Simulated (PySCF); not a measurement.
## Atomic charges by several schemes

Species: triethylamine, C₆H₁₅N.
Z-matrix (Å and degrees, PBE0-D3(BJ)/def2-SVP geometry), rows numbered from 1:
```
C 
C   1  1.5186
N   2  1.4502  1  113.38
C   3  1.4504  2  112.87  1   154.22
C   4  1.5187  3  113.38  2   -76.57
C   3  1.4502  2  112.94  1   -76.24
C   6  1.5186  3  113.32  2   154.00
H   1  1.1008  2  112.22  3    62.24
H   1  1.1002  2  110.21  3   -57.75
H   1  1.1009  2  110.69  3  -177.94
H   2  1.1149  1  110.08  3  -125.42
H   2  1.1008  1  108.23  3   119.73
H   4  1.1008  3  108.00  2   163.50
H   4  1.1149  3  111.28  2    48.16
H   5  1.1002  4  110.21  3   -57.80
H   5  1.1008  4  112.22  3    62.17
H   5  1.1008  4  110.70  3  -177.99
H   6  1.1007  3  108.01  2    34.06
H   6  1.1149  3  111.29  2   -81.32
H   7  1.1008  6  112.19  3    62.04
H   7  1.1008  6  110.72  3  -178.13
H   7  1.1002  6  110.21  3   -57.91
```

Density: PBE0/pcSseg-1 (PySCF); schemes: Mulliken, IAO, Hirshfeld and ESP-fitted. The structure is a single PBE0-D3(BJ)/def2-SVP conformer in the gas phase; no vibrational or solvent corrections.

Problem. For which atoms does the sign change between the 4 schemes (beyond +0.03 e in one, beyond −0.03 e in another)?

Solution. C2, C4, C6, H11, H14 and H19. Atomic charges aren't observables, and each scheme defines them in its own way.

Problem. Do the Mulliken, IAO, Hirshfeld and ESP-fitted schemes agree on where the charge is highest?

Solution. The schemes don't all agree: Mulliken H12, H13 and H18 (+0.118); IAO H9, H15 and H22 (+0.142); Hirshfeld H10, H17 and H21 (+0.041); ESP-fitted C4 (+0.332).

Problem. At which atom do the 4 schemes differ most?

Solution. At N3: from -0.592 (Mulliken) to -0.089 e (Hirshfeld), 0.503 e apart.

Problem. Give the atomic charges in each scheme.

Solution. In e:

```
atom                   environment  Mulliken     IAO  Hirshfeld  ESP-fitted
  C1                 methyl carbon    -0.263  -0.409     -0.120      -0.481
  C2  sp3 carbon bound to nitrogen    -0.083  -0.136     -0.023      +0.321
  N3       tertiary amine nitrogen    -0.592  -0.264     -0.089      -0.560
  C4  sp3 carbon bound to nitrogen    -0.084  -0.136     -0.023      +0.332
  C5                 methyl carbon    -0.262  -0.409     -0.120      -0.489
  C6  sp3 carbon bound to nitrogen    -0.084  -0.136     -0.023      +0.326
  C7                 methyl carbon    -0.262  -0.409     -0.120      -0.480
  H8               methyl hydrogen    +0.112  +0.130     +0.036      +0.134
  H9               methyl hydrogen    +0.116  +0.142     +0.037      +0.123
 H10               methyl hydrogen    +0.110  +0.137     +0.041      +0.111
 H11            methylene hydrogen    +0.087  +0.094     +0.021      -0.047
 H12            methylene hydrogen    +0.118  +0.131     +0.038      +0.025
 H13            methylene hydrogen    +0.118  +0.131     +0.038      +0.020
 H14            methylene hydrogen    +0.087  +0.095     +0.021      -0.047
 H15               methyl hydrogen    +0.116  +0.142     +0.037      +0.125
 H16               methyl hydrogen    +0.112  +0.130     +0.036      +0.134
 H17               methyl hydrogen    +0.110  +0.137     +0.041      +0.112
 H18            methylene hydrogen    +0.118  +0.131     +0.038      +0.022
 H19            methylene hydrogen    +0.087  +0.094     +0.021      -0.046
 H20               methyl hydrogen    +0.112  +0.130     +0.036      +0.133
 H21               methyl hydrogen    +0.110  +0.136     +0.041      +0.110
 H22               methyl hydrogen    +0.116  +0.142     +0.037      +0.122
```

Mean size of the charges over all atoms: ESP-fitted 0.195 e, IAO 0.173 e, Mulliken 0.148 e, Hirshfeld 0.047 e. Each set sums to the total charge, 0, to within 0.001 e. The ESP scheme is a least-squares fit of atom-centred charges to the potential on four shells outside the van der Waals surface, with the total charge fixed.

Problem. Sum the charges by element, for elements with more than one atom.

Solution. 
```json
{"element": "C", "atoms": "6", "Mulliken": "-1.038", "IAO": "-1.636", "Hirshfeld": "-0.429", "ESP-fitted": "-0.471"}
{"element": "H", "atoms": "15", "Mulliken": "+1.630", "IAO": "+1.900", "Hirshfeld": "+0.519", "ESP-fitted": "+1.031"}
```

Problem. How many electrons does the ESP-fitted scheme count on C4?

Solution. Z − q = 6 − (+0.332) = 5.668.

The run behind these numbers computed NMR shieldings as well. Cost: about 28 s of CPU time on one thread (with the writing of density and orbital grids); the machine was shared, so the figure is rough.
